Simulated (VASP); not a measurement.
Set up this calculation in VASP 6.6.1, as the native input.

| Quantity | Value |
| --- | --- |
| Task | relaxation of cell and atoms |
| Functional | PBE |
| Dispersion | D3(BJ) |
| Potentials or basis | VASP PAW PBE potentials, release 64 (Ge_d, Se) |
| Cutoff | 600 eV |
| k mesh | 4 × 8 × 6 |
| Occupations | gaussian, width 0.03 eV |
| Spin | no spin polarisation |
| Further INCAR settings | ALGO = Normal; EDIFF = 1e-07; IBRION = 2; EDIFFG = -0.005; NSW = 90; ISIF = 3 |

The structure of GeSe lies in POSCAR:

```
GeSe                                    
1.0
   10.9597323115      0.0000000000      0.0000000000
    0.0000000000      3.8818042543     -0.0000000000
    0.0000000000     -0.0000000000      4.4231583652
  Ge              Se            
     4     4
Direct
     0.1229307582127656    0.7500000000000000    0.8900956001449347
     0.6229307582127657    0.7500000000000000    0.6099043998550653
     0.3770692417872343    0.2500000000000000    0.3900956001449344
     0.8770692417872343    0.2500000000000000    0.1099043998550655
     0.8545026679240313    0.7500000000000000    0.4986492535063660
     0.3545026679240308    0.7500000000000000    0.0013507464936340
     0.6454973320759687    0.2500000000000000    0.9986492535063659
     0.1454973320759691    0.2500000000000000    0.5013507464936341
```

These files were run (other wordings do the same):

INCAR

```
SYSTEM = GeSe
PREC = Accurate ; ENCUT = 600
EDIFF = 1E-7 ; ISMEAR = 0
SIGMA = 0.03 ; LREAL = .False.
LASPH = .True. ; NELM = 80
ALGO = Normal ; ISIF = 3
LWAVE = .False. ; LCHARG = .False.
GGA = PE ; IVDW = 12
IBRION = 2 ; NSW = 90
EDIFFG = -0.005 ; KPAR = 4
```

KPOINTS

```
Automatic mesh
0
Gamma
  4 8 6
  0 0 0
```

Potentials or basis: VASP PAW PBE potentials, release 64 (Ge_d, Se).

The run is started by

```bash
$ cat potpaw_PBE.64/Ge_d/POTCAR potpaw_PBE.64/Se/POTCAR > POTCAR
$ mpirun -np 4 vasp_std > vasp.out
```

It gave:

- Energy gained by relaxing: 0.1 meV/atom
- Ionic steps: 20
- Pressure after relaxing: 0.0 GPa
- Largest force after relaxing: 0.004 eV/Å
- Band gap on the k mesh: 0.71 eV, indirect (least direct gap 0.92 eV)
- Dispersion energy per atom: -0.358 eV

Wall time 17 min on 4 MPI ranks on Intel(R) Xeon(R) Platinum 8488C (Sapphire Rapids) (shared host), peak memory 0.68 GiB a rank.
